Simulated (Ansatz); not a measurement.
# Residual resistivity of an alloy: Pt(111) with 4 layers of random Pt-Re, 2x2, part 2 of 2

How strongly does chemical disorder scatter in Pt(111) with 4 layers of random Pt-Re, 2x2?

Ansatz 0.2.0; Ansatz plane-wave DFT, PBE, PAW files; ballistic transport by layer matching (Landauer), zero bias; PAW set soft_1.

So far. Step 3 (With 8 alloy layers): Over the solved energies the transmission per spin lies between 1.59 and 1.68, out of 6.92 channels of the lead on average (up to 7.34).

**4. With 12 alloy layers**

In 12 layers a share of 0.75 of the sites is given to Re at random. A fresh draw is used; the growth of the resistance with length is what counts.

System of this step: Pt(111) with 12 layers of random Pt-Re, 2x2. The cell holds 72 atoms: 36 Pt and 36 Re. Cell: a = 5.546 Å, b = 5.546 Å, c = 40.757 Å, α = 90.0°, β = 90.0°, γ = 120.0°. It derives from Pt. Regions: lead, 24 atoms (24 Pt); scattering region, 48 atoms (36 Re and 12 Pt). The structure is stacked along c, and the current runs across the ab planes.

Contents of input.yaml:

```yaml
crystal:
  lattice:
    - [5.5462627489, 0.0, 0.0]
    - [-2.7731313745, 4.8032044366, 0.0]
    - [0.0, 0.0, 40.7565411427]
  atoms:
    - { symbol: Pt, position: [0.0, 0.0, 0.0277777778] }
    - { symbol: Pt, position: [0.0, 0.5, 0.0277777778] }
    - { symbol: Pt, position: [0.5, 0.0, 0.0277777778] }
    - { symbol: Pt, position: [0.5, 0.5, 0.0277777778] }
    - { symbol: Pt, position: [0.1666666667, 0.3333333333, 0.0833333333] }
    - { symbol: Pt, position: [0.1666666667, 0.8333333333, 0.0833333333] }
    - { symbol: Pt, position: [0.6666666667, 0.3333333333, 0.0833333333] }
    - { symbol: Pt, position: [0.6666666667, 0.8333333333, 0.0833333333] }
    - { symbol: Pt, position: [0.3333333333, 0.1666666667, 0.1388888889] }
    - { symbol: Pt, position: [0.3333333333, 0.6666666667, 0.1388888889] }
    - { symbol: Pt, position: [0.8333333333, 0.1666666667, 0.1388888889] }
    - { symbol: Pt, position: [0.8333333333, 0.6666666667, 0.1388888889] }
    - { symbol: Re, position: [0.0, 0.0, 0.1944444444] }
    - { symbol: Re, position: [0.0, 0.5, 0.1944444444] }
    - { symbol: Re, position: [0.5, 0.0, 0.1944444444] }
    - { symbol: Re, position: [0.5, 0.5, 0.1944444444] }
    - { symbol: Re, position: [0.1666666667, 0.3333333333, 0.25] }
    - { symbol: Re, position: [0.1666666667, 0.8333333333, 0.25] }
    - { symbol: Pt, position: [0.6666666667, 0.3333333333, 0.25] }
    - { symbol: Re, position: [0.6666666667, 0.8333333333, 0.25] }
    - { symbol: Re, position: [0.3333333333, 0.1666666667, 0.3055555556] }
    - { symbol: Re, position: [0.3333333333, 0.6666666667, 0.3055555556] }
    - { symbol: Re, position: [0.8333333333, 0.1666666667, 0.3055555556] }
    - { symbol: Re, position: [0.8333333333, 0.6666666667, 0.3055555556] }
    - { symbol: Re, position: [0.0, 0.0, 0.3611111111] }
    - { symbol: Pt, position: [0.0, 0.5, 0.3611111111] }
    - { symbol: Re, position: [0.5, 0.0, 0.3611111111] }
    - { symbol: Re, position: [0.5, 0.5, 0.3611111111] }
    - { symbol: Re, position: [0.1666666667, 0.3333333333, 0.4166666667] }
    - { symbol: Re, position: [0.1666666667, 0.8333333333, 0.4166666667] }
    - { symbol: Re, position: [0.6666666667, 0.3333333333, 0.4166666667] }
    - { symbol: Re, position: [0.6666666667, 0.8333333333, 0.4166666667] }
    - { symbol: Re, position: [0.3333333333, 0.1666666667, 0.4722222222] }
    - { symbol: Re, position: [0.3333333333, 0.6666666667, 0.4722222222] }
    - { symbol: Re, position: [0.8333333333, 0.1666666667, 0.4722222222] }
    - { symbol: Pt, position: [0.8333333333, 0.6666666667, 0.4722222222] }
    - { symbol: Pt, position: [0.0, 0.0, 0.5277777778] }
    - { symbol: Re, position: [0.0, 0.5, 0.5277777778] }
    - { symbol: Pt, position: [0.5, 0.0, 0.5277777778] }
    - { symbol: Pt, position: [0.5, 0.5, 0.5277777778] }
    - { symbol: Re, position: [0.1666666667, 0.3333333333, 0.5833333333] }
    - { symbol: Re, position: [0.1666666667, 0.8333333333, 0.5833333333] }
    - { symbol: Re, position: [0.6666666667, 0.3333333333, 0.5833333333] }
    - { symbol: Re, position: [0.6666666667, 0.8333333333, 0.5833333333] }
    - { symbol: Re, position: [0.3333333333, 0.1666666667, 0.6388888889] }
    - { symbol: Re, position: [0.3333333333, 0.6666666667, 0.6388888889] }
    - { symbol: Re, position: [0.8333333333, 0.1666666667, 0.6388888889] }
    - { symbol: Re, position: [0.8333333333, 0.6666666667, 0.6388888889] }
    - { symbol: Pt, position: [0.0, 0.0, 0.6944444444] }
    - { symbol: Pt, position: [0.0, 0.5, 0.6944444444] }
    - { symbol: Re, position: [0.5, 0.0, 0.6944444444] }
    - { symbol: Pt, position: [0.5, 0.5, 0.6944444444] }
    - { symbol: Re, position: [0.1666666667, 0.3333333333, 0.75] }
    - { symbol: Pt, position: [0.1666666667, 0.8333333333, 0.75] }
    - { symbol: Re, position: [0.6666666667, 0.3333333333, 0.75] }
    - { symbol: Re, position: [0.6666666667, 0.8333333333, 0.75] }
    - { symbol: Pt, position: [0.3333333333, 0.1666666667, 0.8055555556] }
    - { symbol: Re, position: [0.3333333333, 0.6666666667, 0.8055555556] }
    - { symbol: Pt, position: [0.8333333333, 0.1666666667, 0.8055555556] }
    - { symbol: Re, position: [0.8333333333, 0.6666666667, 0.8055555556] }
    - { symbol: Pt, position: [0.0, 0.0, 0.8611111111] }
    - { symbol: Pt, position: [0.0, 0.5, 0.8611111111] }
    - { symbol: Pt, position: [0.5, 0.0, 0.8611111111] }
    - { symbol: Pt, position: [0.5, 0.5, 0.8611111111] }
    - { symbol: Pt, position: [0.1666666667, 0.3333333333, 0.9166666667] }
    - { symbol: Pt, position: [0.1666666667, 0.8333333333, 0.9166666667] }
    - { symbol: Pt, position: [0.6666666667, 0.3333333333, 0.9166666667] }
    - { symbol: Pt, position: [0.6666666667, 0.8333333333, 0.9166666667] }
    - { symbol: Pt, position: [0.3333333333, 0.1666666667, 0.9722222222] }
    - { symbol: Pt, position: [0.3333333333, 0.6666666667, 0.9722222222] }
    - { symbol: Pt, position: [0.8333333333, 0.1666666667, 0.9722222222] }
    - { symbol: Pt, position: [0.8333333333, 0.6666666667, 0.9722222222] }
kpoints:
  mp_grid: { grid: [5, 5, 1] }
hamiltonian:
  xc: pbe
  pseudopotentials: { kind: paw, azcp: { folder: soft_1 } }
scf:
  occupations: { method: fermi_dirac, width: 0.1 }
output:
  transmission:
    leads: [[0, 4]]
    kmesh: [10, 10]
    e_range: [-0.05, 0.05]
    de: 0.05
  write_potential: true
  write_density: true
  volumetric_format: npy
```

Started as:

```
$ ansatz run input.yaml --threads 4 --pin off --max-ram 15360MiB --backend cpu --events-out ev --progress --plain --runs-dir out
```

Numbers of over 12 decimals in the logs are rounded to 6 here.

The log of the run:

```text
[...]
Crystal: 72 atoms, lattice volume = 1085.747 Å³
Basis set: ecut = 420 eV, 21305 PW (Γ)
Bands: 713, of which v1, the nominal top of the filled ones, is band 594 counted from 1 (593 counted from 0)
Symmetry: 1 space group operations
[...]
k-points: 13 of 25 (time reversal used)
[...]
SCF iter   1: F=—  HF=-842411.308841 eV  |F-HF|=—  |Δ(HF+E_count)|=         —  Δρ=2.71e-1  dr2=2.90e4  ethr=3.10e-3  ⟨swp⟩=5.0  Hψ=29247  notcnv=0  defer=86
[...]
SCF iter  12: F=-842185.647624 eV  HF=-842185.647624 eV  |F-HF|=9.27e-8  |Δ(HF+E_count)|=   1.40e-8  Δρ=5.23e-7  dr2=9.43e-8  ethr=8.42e-12  ⟨swp⟩=7.2  Hψ=28432  notcnv=0
SCF 1 converged in 12 iterations: F = -842185.647624 eV  dr2 = 9.43e-8
[...]
transmission: 388 of 3848 steps passed
transmission: 772 of 3848 steps passed
[...]
transmission: 3848 of 3848 steps passed
SCF converged after 12 iterations
Free energy (F): -842185.647624 eV
[...]
Internal energy: -842183.072154 eV  (E = F + TS)
E sigma→0 (E₀):  -842184.359889 eV
Entropy (-TS):   -2.575470 eV (-35.770 meV/atom)
Fermi energy:    23.692482 eV
[...]
--- Band table (eV; the first three rows and the last of 13) ---
  k-point 0: bands = [... 590 lower, 24.0384, 24.0431, 24.0519, 24.0960, 24.1582, 24.1737, 24.1895, 24.2373, ... 115 higher]
  k-point 1: bands = [... 590 lower, 23.7691, 23.8167, 23.8605, 23.8952, 23.9183, 23.9367, 23.9966, 24.0106, ... 115 higher]
  k-point 2: bands = [... 590 lower, 23.5562, 23.5834, 23.5935, 23.6089, 23.6591, 23.6630, 23.7020, 23.7266, ... 115 higher]
  k-point 12: bands = [... 590 lower, 23.5715, 23.6135, 23.6340, 23.6532, 23.7065, 23.7127, 23.7386, 23.7450, ... 115 higher]
--- Transmission ---
  basis      : 241 plane waves across, 74 finite elements along
  points     : 52, standing for a mesh of 10 x 10
[...]
channels       : 6.920000e0 a spin
[...]
junction   : crystal 0 to crystal 0, 0.70 to 39.19 Å
    transmission   : 1.244841e0 a spin
[...]
```

Elapsed: 20 min, on 4 threads of Intel Xeon Platinum 8259CL at 2.50GHz (Skylake/Cascade Lake), shared host; peak memory 8 GiB; 72 min of CPU time.

Numbers from this step:

* free energy: -842185.6476 eV
* energy at zero smearing: -842184.3599 eV
* Fermi energy: 23.69 eV
* transmission per spin nearest the Fermi level: 1.245
* step of the lead's potential: 43.4 meV

Per spin. Table of transmission, zone mean by energy, zero at the Fermi level:

| energy (eV) | transmission, zone mean |
| --- | --- |
| -0.0500 | 1.26 |
| 0.0000 | 1.24 |
| 0.0500 | 1.24 |

Over the solved energies the transmission per spin lies between 1.24 and 1.26, out of 6.93 channels of the lead on average (up to 7.42). The log calls the step of a lead's potential too much.

**5. The fit**

This step: Ansatz plane-wave DFT, PBE, PAW files; ballistic transport by layer matching (Landauer), zero bias; residual resistivity from the slope of the area resistance, atoms on the host's lattice; PAW set soft_1 (Ansatz 0.2.0).

Numbers from this step:

| Property | Result |
| --- | --- |
| resistivity | 57.93 µΩ cm |
| intercept | 0.6379 fΩ m² |
| scatter about the fit | 0.05942 fΩ m² |

Resistance, by row:

| run | length (Å) | T | channels N | RA (fΩ m²) |
| --- | --- | --- | --- | --- |
| n4 | 9.057 | 2.023 | 6.947 | 1.205 |
| n8 | 18.11 | 1.637 | 6.923 | 1.603 |
| n12 | 27.17 | 1.25 | 6.927 | 2.254 |

Area resistance against length of the alloy:

| length of the alloy (Å) | area resistance (fΩ m²) |
| --- | --- |
| 9.06 | 1.20 |
| 18.11 | 1.60 |
| 27.17 | 2.25 |

The area resistance goes from 1.2 to 2.3 fΩ m² between 9.1 and 27.2 Å, a slope of 58 µΩ cm.

By hand from the end points: (2.254 − 1.205) fΩ m² / (27.17 − 9.06) Å = 58 µΩ cm, since 1 fΩ m² per Å is 1000 µΩ cm.

**6. Summary of results**

* resistivity from the slope: 57.9 µΩ cm
* area resistance over 9.06 Å: 1.20 fΩ m²
* area resistance over 18.1 Å: 1.60 fΩ m²
* area resistance over 27.2 Å: 2.25 fΩ m²

The slope gives 58 µΩ cm. The points scatter by 0.059 fΩ m² about the line, with one random draw a length in a 2x2 cell, so the slope is a rough value. Read with a model of isotropic scattering on a spherical Fermi surface and the lead's 2.0×10¹⁵ S/m², this slope means a mean free path near 6.4 Å (a rough figure, since the alloy's own channel count differs); over these lengths the model's slope is within 3 % of its bulk resistivity. The atoms sit on the host's lattice, so scattering by size misfit is left out. With 75 % of Re, whose own structure is another, this is a hypothetical phase. Spin-orbit coupling is left out, which matters for Pt and Re. A lead's potential steps by up to 54 meV from period to period, which the log calls too much, so longer leads could move the result.

[Logs are printed without paths, hosts, clocks, repeated set-up lines and the standing remarks that a program may print on its own settings, such as how far it seeks lower states.]

[Hosts, paths, dates, database ids (printed as entryN), source tags and the programs' standing remarks are cut or masked in the printed files.]
